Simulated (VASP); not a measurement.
Cu: single point with PBE

The system is Cu, a sheet with vacuum.

```
Cu
1.0
     2.11718    0.00000    0.00000
     0.00000    3.03850    0.00000
     0.00000    0.00000   14.00000
Cu
1
Cartesian
  0.0000 0.0000 7.0000
```

The cell was built by a generator and needn't be a form met in nature.

```yaml
Program: VASP 6.6.1
Task: single point
Functional: PBE
Potentials_or_basis: VASP PAW PBE potentials, release 64 (Cu)
Cutoff: 520 eV
k_mesh: 8 × 6 × 1
Occupations: gaussian, width 0.1 eV
Spin: no spin polarisation
```

```
Band gap on the k mesh : none (metal or under the smearing width)
```

Levels at points of the mesh, in eV from the Fermi level:
```
           k point  band 3  band 4  band 5  band 6  band 7  band 8
(0.00, 0.00, 0.00)   -1.90   -1.53   -0.60   -0.58    1.12    4.37
(0.50, 0.00, 0.00)   -1.59   -1.11   -0.87    3.03    6.60    9.32
(0.00, 0.50, 0.00)   -1.69   -0.67   -0.57    0.35    0.42    4.29
(0.50, 0.50, 0.00)   -1.35   -1.10   -0.35    5.68    8.44   10.73
```

It took 14 s on 1 thread of Intel(R) Xeon(R) Platinum 8488C (Sapphire Rapids), with other jobs on the host, peak memory 0.18 GiB.

Caveat: the k mesh is coarse (spacing up to 0.37 Å⁻¹), so the values aren't converged.
